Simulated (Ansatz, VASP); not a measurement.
## SiC: VASP beside Ansatz

```xyz
2
Lattice="0.0000 2.0804 2.2994 2.0804 0.0000 2.2994 2.0804 2.0804 0.0000" Properties=species:S:1:pos:R:3 pbc="T T T"
Si    0.0000    0.0000    0.0000
C     3.1206    3.1206    3.4490
```

Change from the starting cell: strain -0.050 along x and y, +0.050 along z, atoms carried along.

Alike in both runs: task single point; functional PBE; k mesh 10 × 10 × 10; occupations gaussian, width 0.05 eV; no spin polarisation.

```csv
,VASP,Ansatz
version,VASP 6.6.1,Ansatz 0.2.0
potentials or method,"VASP PAW PBE potentials, release 64 (Si, C)","scalar-relativistic, plane waves, PAW"
plane-wave cutoff (eV),520,420
valence electrons in the cell,8,8
```

```csv
,VASP,Ansatz,Ansatz less VASP
gap on the k mesh at the Fermi level (eV),0.75,0.75,+0.003
least direct gap on the mesh (eV),4.49,4.49,+0.005
pressure (GPa),11.9,12.0,+0.08
largest component of the traceless stress (GPa),21.28,21.23,-0.056
```

A k mesh can miss the band edges.
